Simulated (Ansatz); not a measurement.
# SnO2: sliding across a plane

Aim: for SnO2, slide the crystal rigidly across a (0 1 0) plane.

Method: DFT r2SCAN, scalar-relativistic, plane waves, PAW, in Ansatz 0.2.0.

1 further run of the same task is left out (set aside as unsound or not needed). Runs told in other sessions of the task aren't counted.

## Step 1: The structure to begin with

Symmetry: P4_2/mnm, No. 136, tetragonal system. The conventional cell has a = 4.760 Å, b = 4.760 Å, c = 3.201 Å, α = 90.00°, β = 90.00°, γ = 90.00°. Sn (site symmetry mmm) is surrounded by 6 O at 2.06 to 2.07 Å. O (site symmetry m2m) has 3 Sn at 2.06 to 2.07 Å in its first shell of neighbours.

Coordinates:

```
CELL_PARAMETERS angstrom
0.00000 0.00000 -3.20071
-4.75982 0.00000 0.00000
0.00000 9.52012 0.00000
ATOMIC_POSITIONS crystal
Sn 0.50000 0.50000 0.25000
Sn 0.50000 0.50000 0.75000
Sn 0.00000 0.00000 0.50000
Sn 0.00000 0.00000 0.00000
O 0.00000 0.69414 0.15298
O 0.00000 0.69414 0.65298
O 0.50000 0.19414 0.09702
O 0.50000 0.19414 0.59702
O 0.50000 0.80586 0.40298
O 0.50000 0.80586 0.90298
O 0.00000 0.30586 0.34702
O 0.00000 0.30586 0.84702
```

It goes back to an entry of the Materials Project.

It is built from the cell relaxed beforehand with the same method (12.09 Å³/atom).

## Step 2: The reference cell

The cell is repeated 2 times, 12 atoms in all. The reference gives a free energy of -28704.8559 eV, pressure 0.00 GPa, largest force 0.000 eV/Å and gap on the mesh 1.77 eV. It was computed beforehand with the settings of the runs below.

## Step 3: Setting up sliding across a plane

The cut lies on the cell's a–b face, a (0 1 0) plane of area 15.23 Å², between layers 0.92 Å apart (Sn below, O above); the cell is 9.5 Å thick. Vector c is tilted by f times 0·a + 1·b (length 4.760 Å) with the atoms' Cartesian places fixed: one unrelaxed fault per cell.

## Step 4: At f = 0.167

Contents of input.yaml:

```yaml
crystal:
  lattice:
    - [0.0, 0.0, -3.200710759]
    - [-4.7598182097, 0.0, 0.0]
    - [-0.7934616956, 9.5201150501, 0.0]
  atoms:
    - { symbol: Sn, position: [0.5, 0.46640995, 0.2015] }
    - { symbol: Sn, position: [0.5, 0.38305995, 0.7015] }
    - { symbol: Sn, position: [1.0, -0.07526505, 0.4515] }
    - { symbol: Sn, position: [1.0, -0.15861505, 0.9515] }
    - { symbol: O, position: [0.0, 0.6767209674, 0.1044791092] }
    - { symbol: O, position: [0.0, 0.5933709674, 0.6044791092] }
    - { symbol: O, position: [0.5, 0.1860492024, 0.0485208908] }
    - { symbol: O, position: [0.5, 0.1026992024, 0.5485208908] }
    - { symbol: O, position: [0.5, 0.7467706976, 0.3544791092] }
    - { symbol: O, position: [0.5, 0.6634206976, 0.8544791092] }
    - { symbol: O, position: [1.0, 0.2560989326, 0.2985208908] }
    - { symbol: O, position: [1.0, 0.1727489326, 0.7985208908] }
basis:
  ecutwfc: 500
kpoints:
  mp_grid: { grid: [8, 6, 3] }
hamiltonian:
  xc: r2scan
scf:
  occupations: { method: gaussian, width: 0.05 }
output:
  forces: true
  stress: true
  eigenvalues: true
```

Launch:

```console
$ ansatz run input.yaml --threads 2 --pin off --max-ram 5120MiB --backend cpu --events-out ev --progress --plain --runs-dir out
```

What it wrote, shortened:

```text
Warning: RAYON_NUM_THREADS=2 ignored (pool sized by the plan → 2); use --threads N
[...]
Pseudopotentials: kind: paw
Pseudopotential: Sn, paw, valence charge 14, recommended cutoff 500 eV (meta_gga), Sn.paw.azcp
Pseudopotential: O, paw, valence charge 6, recommended cutoff 500 eV (meta_gga), O.paw.azcp
Functional definition: r2SCAN
[...]
Crystal: 12 atoms, lattice volume = 145.037 Å³
Basis set: ecut = 500 eV, 3699 PW (Γ), exchange–correlation on 96×144×288 points (64 copies of the dense FFT grid, shifted against one another)
Bands: 64, of which v1, the nominal top of the filled ones, is band 52 counted from 1 (51 counted from 0)
Symmetry: 2 space group operations
Space group: Pm (ITA 6), of the structure as read, at distance tolerance 5.3e-5 Å
k-points: 50 of 144 (time reversal used)
[...]
SCF iter   1: F=—  HF=-28699.769283 eV  |F-HF|=—  |Δ(HF+E_count)|=         —  Δρ=1.11e-2  dr2=1.64e-1  dr2_τ=6.19e-1  ethr=1.77e-3  ⟨swp⟩=6.0  Hψ=14705  notcnv=0  defer=62
[...]
SCF iter   9: F=-28699.961968 eV  HF=-28699.961968 eV  |F-HF|=3.75e-9  |Δ(HF+E_count)|=   1.68e-8  Δρ=2.85e-6  dr2=1.07e-8  dr2_τ=1.03e-9  ethr=9.62e-11  ⟨swp⟩=5.0  Hψ=10844  notcnv=0
[...]
SCF converged after 9 iterations
Free energy (F): -28699.961968 eV
[...]
E sigma→0 (E₀):  -28699.961967 eV
Entropy (-TS):   -0.000002 eV (-0.000 meV/atom)
Fermi energy:    10.237685 eV
[...]
--- Forces (eV/Å), atoms counted from 1 ---
  atom   1  Sn     3.49928114     0.67286704     0.00000000
  atom   2  Sn     0.30885498     0.13705096     0.00000000
  atom   3  Sn    -0.36823849    -0.13596558    -0.00000000
  atom   4  Sn   -11.52445212   -17.59045688    -0.00000000
  atom   5  O      7.40893996    16.74953767     0.00000000
  atom   6  O      0.01512343     0.09304216     0.00000000
  atom   7  O      1.52440518    -0.43262601    -0.00000000
  atom   8  O      0.06083765     0.02646793     0.00000000
[...]
--- Stress (GPa, compression-positive) ---
       -1.975880      21.026966       0.000000
       21.026970      27.321728       0.000000
        0.000000       0.000000       4.349036
  P = ⅓ Tr σ = 9.8983 GPa (98.983 kbar)
--- Band table (eV; the first three rows and the last of 50) ---
[...]
```

Wall time 25 s (2 threads of Intel Xeon 6975P-C (Granite Rapids), shared host); peak memory 0.88 GiB.

## Step 5: At f = 0.333

Contents of input.yaml:

```yaml
crystal:
  lattice:
    - [0.0, 0.0, -3.200710759]
    - [-4.7598182097, 0.0, 0.0]
    - [-1.5864474093, 9.5201150501, 0.0]
  atoms:
    - { symbol: Sn, position: [0.5, 0.43284005, 0.2015] }
    - { symbol: Sn, position: [0.5, 0.26619005, 0.7015] }
    - { symbol: Sn, position: [1.0, -0.15048495, 0.4515] }
    - { symbol: Sn, position: [1.0, -0.31713495, 0.9515] }
    - { symbol: O, position: [0.0, 0.6593147478, 0.1044791092] }
    - { symbol: O, position: [0.0, 0.4926647478, 0.6044791092] }
    - { symbol: O, position: [0.5, 0.177965622, 0.0485208908] }
    - { symbol: O, position: [0.5, 0.011315622, 0.5485208908] }
    - { symbol: O, position: [0.5, 0.687714478, 0.3544791092] }
    - { symbol: O, position: [0.5, 0.521064478, 0.8544791092] }
    - { symbol: O, position: [1.0, 0.2063653522, 0.2985208908] }
    - { symbol: O, position: [1.0, 0.0397153522, 0.7985208908] }
basis:
  ecutwfc: 500
kpoints:
  mp_grid: { grid: [8, 6, 3] }
hamiltonian:
  xc: r2scan
scf:
  occupations: { method: gaussian, width: 0.05 }
output:
  forces: true
  stress: true
  eigenvalues: true
```

Launch:

```console
$ ansatz run input.yaml --threads 2 --pin off --max-ram 5120MiB --backend cpu --events-out ev --progress --plain --runs-dir out
```

What it wrote, shortened:

```text
[...]
SCF converged after 10 iterations
Free energy (F): -28693.295695 eV
[...]
E sigma→0 (E₀):  -28693.294383 eV
Entropy (-TS):   -0.002624 eV (-0.219 meV/atom)
Fermi energy:    10.914770 eV
[...]
--- Forces (eV/Å), atoms counted from 1 ---
  atom   1  Sn     4.62645931     2.93635575    -0.00000000
  atom   2  Sn     0.01663886    -0.30742195     0.00000000
  atom   3  Sn    -0.46495789    -0.34026576     0.00000000
  atom   4  Sn     3.45362507   -42.58766489     0.00000000
  atom   5  O     -4.45968250    38.18955503    -0.00000000
  atom   6  O      0.10296565     0.16522097    -0.00000000
  atom   7  O     -0.96369288     2.05811380    -0.00000000
  atom   8  O      0.00810530     0.19462531    -0.00000000
[...]
--- Stress (GPa, compression-positive) ---
       -7.881589       4.078110       0.000000
        4.078110      72.245835      -0.000000
        0.000000      -0.000000      10.112104
  P = ⅓ Tr σ = 24.8255 GPa (248.255 kbar)
--- Band table (eV; the first three rows and the last of 50) ---
[...]
```

Run time: 26 s. Hardware: 2 threads of Intel Xeon 6975P-C (Granite Rapids), shared host; peak memory 0.88 GiB.

## Step 6: Point f = 0.500

Contents of input.yaml:

```yaml
crystal:
  lattice:
    - [0.0, 0.0, -3.200710759]
    - [-4.7598182097, 0.0, 0.0]
    - [-2.3799091048, 9.5201150501, 0.0]
  atoms:
    - { symbol: Sn, position: [0.5, 0.39925, 0.2015] }
    - { symbol: Sn, position: [0.5, 0.14925, 0.7015] }
    - { symbol: Sn, position: [1.0, -0.22575, 0.4515] }
    - { symbol: Sn, position: [1.0, -0.47575, 0.9515] }
    - { symbol: O, position: [0.0, 0.6418980803, 0.1044791092] }
    - { symbol: O, position: [0.0, 0.3918980803, 0.6044791092] }
    - { symbol: O, position: [0.5, 0.1698771895, 0.0485208908] }
    - { symbol: O, position: [0.5, -0.0801228105, 0.5485208908] }
    - { symbol: O, position: [0.5, 0.6286228105, 0.3544791092] }
    - { symbol: O, position: [0.5, 0.3786228105, 0.8544791092] }
    - { symbol: O, position: [1.0, 0.1566019197, 0.2985208908] }
    - { symbol: O, position: [1.0, -0.0933980803, 0.7985208908] }
basis:
  ecutwfc: 500
kpoints:
  mp_grid: { grid: [8, 6, 3] }
hamiltonian:
  xc: r2scan
scf:
  occupations: { method: gaussian, width: 0.05 }
output:
  forces: true
  stress: true
  eigenvalues: true
```

Launch:

```console
$ ansatz run input.yaml --threads 2 --pin off --max-ram 5120MiB --backend cpu --events-out ev --progress --plain --runs-dir out
```

What it wrote, shortened:

```text
Warning: RAYON_NUM_THREADS=2 ignored (pool sized by the plan → 2); use --threads N
[...]
[... 4 set-up lines as earlier in the session ...]
[...]
Crystal: 12 atoms, lattice volume = 145.037 Å³
Basis set: ecut = 500 eV, 3705 PW (Γ), exchange–correlation on 96×144×288 points (64 copies of the dense FFT grid, shifted against one another)
Bands: 64, of which v1, the nominal top of the filled ones, is band 52 counted from 1 (51 counted from 0)
[... 2 set-up lines as earlier in the session ...]
k-points: 50 of 144 (time reversal used)
[...]
SCF converged after 11 iterations
Free energy (F): -28698.237543 eV
[...]
E sigma→0 (E₀):  -28698.236809 eV
Entropy (-TS):   -0.001468 eV (-0.122 meV/atom)
Fermi energy:    10.981114 eV
[...]
--- Forces (eV/Å), atoms counted from 1 ---
  atom   1  Sn     2.37171386     4.59053091     0.00000000
  atom   2  Sn    -0.65087583    -0.75987731    -0.00000000
  atom   3  Sn    -0.23850921    -0.06350256    -0.00000000
  atom   4  Sn     8.16443733   -11.35428104    -0.00000000
  atom   5  O     -5.42376829     6.65484846     0.00000000
  atom   6  O      0.09321483    -0.13866328    -0.00000000
  atom   7  O     -2.14348275     6.52892229     0.00000000
  atom   8  O     -0.01569962     0.15734232     0.00000000
[...]
--- Stress (GPa, compression-positive) ---
       -1.626386      -2.286804       0.000000
       -2.286803      37.074677       0.000000
        0.000000       0.000000       7.096840
  P = ⅓ Tr σ = 14.1817 GPa (141.817 kbar)
--- Band table (eV; the first three rows and the last of 50) ---
[...]
```

Wall time 26 s (2 threads of Intel Xeon 6975P-C (Granite Rapids), shared host); peak memory 0.88 GiB.

## Step 7: At f = 0.667

Contents of input.yaml:

```yaml
crystal:
  lattice:
    - [0.0, 0.0, -3.200710759]
    - [-4.7598182097, 0.0, 0.0]
    - [-3.1733708004, 9.5201150501, 0.0]
  atoms:
    - { symbol: Sn, position: [0.5, 0.36565995, 0.2015] }
    - { symbol: Sn, position: [0.5, 0.03230995, 0.7015] }
    - { symbol: Sn, position: [1.0, -0.30101505, 0.4515] }
    - { symbol: Sn, position: [1.0, -0.63436505, 0.9515] }
    - { symbol: O, position: [0.0, 0.6244814128, 0.1044791092] }
    - { symbol: O, position: [0.0, 0.2911314128, 0.6044791092] }
    - { symbol: O, position: [0.5, 0.161788757, 0.0485208908] }
    - { symbol: O, position: [0.5, -0.171561243, 0.5485208908] }
    - { symbol: O, position: [0.5, 0.569531143, 0.3544791092] }
    - { symbol: O, position: [0.5, 0.236181143, 0.8544791092] }
    - { symbol: O, position: [1.0, 0.1068384872, 0.2985208908] }
    - { symbol: O, position: [1.0, -0.2265115128, 0.7985208908] }
basis:
  ecutwfc: 500
kpoints:
  mp_grid: { grid: [8, 6, 3] }
hamiltonian:
  xc: r2scan
scf:
  occupations: { method: gaussian, width: 0.05 }
output:
  forces: true
  stress: true
  eigenvalues: true
```

Launch:

```console
$ ansatz run input.yaml --threads 2 --pin off --max-ram 5120MiB --backend cpu --events-out ev --progress --plain --runs-dir out
```

What it wrote, shortened:

```text
Warning: RAYON_NUM_THREADS=2 ignored (pool sized by the plan → 2); use --threads N
[...]
[... 4 set-up lines as earlier in the session ...]
[...]
Crystal: 12 atoms, lattice volume = 145.037 Å³
Basis set: ecut = 500 eV, 3711 PW (Γ), exchange–correlation on 96×144×300 points (64 copies of the dense FFT grid, shifted against one another)
Bands: 64, of which v1, the nominal top of the filled ones, is band 52 counted from 1 (51 counted from 0)
[... 2 set-up lines as earlier in the session ...]
k-points: 50 of 144 (time reversal used)
[...]
SCF converged after 9 iterations
Free energy (F): -28700.367325 eV
[...]
E sigma→0 (E₀):  -28700.367325 eV
Fermi energy:    10.234372 eV
[...]
--- Forces (eV/Å), atoms counted from 1 ---
  atom   1  Sn    -0.89049910     3.64023669     0.00000000
  atom   2  Sn    -0.91613502    -0.60440847    -0.00000000
  atom   3  Sn     0.02978807     0.00216286    -0.00000000
  atom   4  Sn    -0.14967349    -3.74615891    -0.00000000
  atom   5  O      1.43634965    -1.57130604    -0.00000000
  atom   6  O      0.10467078    -0.19098915    -0.00000000
  atom   7  O     -2.10291063     9.46507543     0.00000000
  atom   8  O     -0.07110982     0.16522065     0.00000000
[...]
--- Stress (GPa, compression-positive) ---
       -2.909365      -2.250473       0.000000
       -2.250473      26.154083       0.000000
        0.000000       0.000000       7.275172
  P = ⅓ Tr σ = 10.1733 GPa (101.733 kbar)
--- Band table (eV; the first three rows and the last of 50) ---
[...]
```

Run time: 25 s. Hardware: 2 threads of Intel Xeon 6975P-C (Granite Rapids), shared host; peak memory 0.89 GiB.

## Step 8: f = 0.833

Contents of input.yaml:

```yaml
crystal:
  lattice:
    - [0.0, 0.0, -3.200710759]
    - [-4.7598182097, 0.0, 0.0]
    - [-3.9663565141, 9.5201150501, 0.0]
  atoms:
    - { symbol: Sn, position: [0.5, 0.33209005, 0.2015] }
    - { symbol: Sn, position: [0.5, -0.08455995, 0.7015] }
    - { symbol: Sn, position: [1.0, -0.37623495, 0.4515] }
    - { symbol: Sn, position: [1.0, -0.79288495, 0.9515] }
    - { symbol: O, position: [0.0, 0.6070751932, 0.1044791092] }
    - { symbol: O, position: [0.0, 0.1904251932, 0.6044791092] }
    - { symbol: O, position: [0.5, 0.1537051766, 0.0485208908] }
    - { symbol: O, position: [0.5, -0.2629448234, 0.5485208908] }
    - { symbol: O, position: [0.5, 0.5104749234, 0.3544791092] }
    - { symbol: O, position: [0.5, 0.0938249234, 0.8544791092] }
    - { symbol: O, position: [1.0, 0.0571049068, 0.2985208908] }
    - { symbol: O, position: [1.0, -0.3595450932, 0.7985208908] }
basis:
  ecutwfc: 500
kpoints:
  mp_grid: { grid: [8, 6, 3] }
hamiltonian:
  xc: r2scan
scf:
  occupations: { method: gaussian, width: 0.05 }
output:
  forces: true
  stress: true
  eigenvalues: true
```

Launch:

```console
$ ansatz run input.yaml --threads 2 --pin off --max-ram 5120MiB --backend cpu --events-out ev --progress --plain --runs-dir out
```

What it wrote, shortened:

```text
Warning: RAYON_NUM_THREADS=2 ignored (pool sized by the plan → 2); use --threads N
[...]
[... 4 set-up lines as earlier in the session ...]
[...]
Crystal: 12 atoms, lattice volume = 145.037 Å³
Basis set: ecut = 500 eV, 3699 PW (Γ), exchange–correlation on 96×144×320 points (64 copies of the dense FFT grid, shifted against one another)
Bands: 64, of which v1, the nominal top of the filled ones, is band 52 counted from 1 (51 counted from 0)
[... 2 set-up lines as earlier in the session ...]
k-points: 50 of 144 (time reversal used)
[...]
SCF converged after 9 iterations
Free energy (F): -28702.320328 eV
[...]
E sigma→0 (E₀):  -28702.320328 eV
Fermi energy:    9.798570 eV
[...]
--- Forces (eV/Å), atoms counted from 1 ---
  atom   1  Sn    -2.12264705     1.19133345     0.00000000
  atom   2  Sn    -0.57252978    -0.33748648    -0.00000000
  atom   3  Sn     0.18339742    -0.15884442    -0.00000000
  atom   4  Sn     2.28020504    -4.89840358    -0.00000000
  atom   5  O      0.55843067    -0.64326542    -0.00000000
  atom   6  O      0.10703190     0.02269660     0.00000000
  atom   7  O     -2.92433078     6.48048691     0.00000000
  atom   8  O     -0.10785773     0.17603605     0.00000000
[...]
--- Stress (GPa, compression-positive) ---
       -0.258249      -7.679149      -0.000000
       -7.679147      11.898470       0.000000
       -0.000000       0.000000       9.810871
  P = ⅓ Tr σ = 7.1504 GPa (71.504 kbar)
--- Band table (eV; the first three rows and the last of 50) ---
[...]
```

It took 27 s on 2 threads of Intel Xeon 6975P-C (Granite Rapids), shared host; peak memory 0.9 GiB.

## Step 9: The scan collected

Collected from the runs (energy zero: the undisturbed cell):

```
    f  γ (mJ/m²)  shear traction (GPa)  gap on the mesh (eV)
0.000          0                   0.0                  1.77
0.167       5147                 126.7                  0.24
0.333      12157                 -13.1                  0.00
0.500       6960                 -57.0                  0.00
0.667       4720                 -14.1                  0.57
0.833       2667                 -43.3                  1.70
```

Where the gap reads zero, the mesh chosen for the insulator is on the coarse side.

## Step 10: What came out

| quantity | value |
| --- | --- |
| highest fault energy sampled | 12157 mJ/m² at f = 0.333 |
| largest shear traction sampled | 126.7 GPa |

In words: The highest point computed is 12157 mJ/m², at f = 0.333; the true top can lie between points. Nothing is relaxed, so these energies are upper bounds; letting the layers move apart would lower them. The gap on the mesh, 1.77 eV at the start, reads zero at f = 0.333. Where forces pass 15 eV/Å atoms stand far too close, the PAW spheres overlap strongly and those numbers are rough.

Spin-orbit coupling is left out, though the cell holds Sn; it can move the gap.
